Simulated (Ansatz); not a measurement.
**Crystal structures of vanadium under revPBE**

The calculation used DFT, revPBE, plane waves (420 eV) with PAW, scalar-relativistic (Ansatz 0.2.0). The PAW files were generated under PBE, with cores re-solved for the functional.

Each structure is relaxed within its own symmetry, so a high-lying one may be dynamically unstable.

```json
{"structure": "bcc", "ΔE (meV/atom)": "0", "V (Å³/atom)": "13.71", "cell": "a = 3.016 Å", "magnetic state": "spin not included"}
{"structure": "A15", "ΔE (meV/atom)": "44", "V (Å³/atom)": "13.95", "cell": "a = 4.814 Å", "magnetic state": "spin not included"}
{"structure": "omega (AlB2-type)", "ΔE (meV/atom)": "130", "V (Å³/atom)": "13.92", "cell": "a = 4.476 Å, c = 2.407 Å (c/a = 0.538)", "magnetic state": "spin not included"}
{"structure": "dhcp", "ΔE (meV/atom)": "230", "V (Å³/atom)": "14.12", "cell": "a = 2.650 Å, c = 9.284 Å (c/a = 3.503)", "magnetic state": "spin not included"}
{"structure": "fcc", "ΔE (meV/atom)": "234", "V (Å³/atom)": "14.16", "cell": "a = 3.841 Å", "magnetic state": "spin not included"}
{"structure": "hcp", "ΔE (meV/atom)": "249", "V (Å³/atom)": "14.11", "cell": "a = 2.632 Å, c = 4.705 Å (c/a = 1.788)", "magnetic state": "spin not included"}
{"structure": "simple cubic", "ΔE (meV/atom)": "843", "V (Å³/atom)": "14.95", "cell": "a = 2.463 Å", "magnetic state": "spin not included"}
{"structure": "diamond", "ΔE (meV/atom)": "2386", "V (Å³/atom)": "19.35", "cell": "a = 5.369 Å", "magnetic state": "spin not included"}
```

ΔE counts from bcc.

Differences under about 8 meV lie within the error of the k-point mesh.
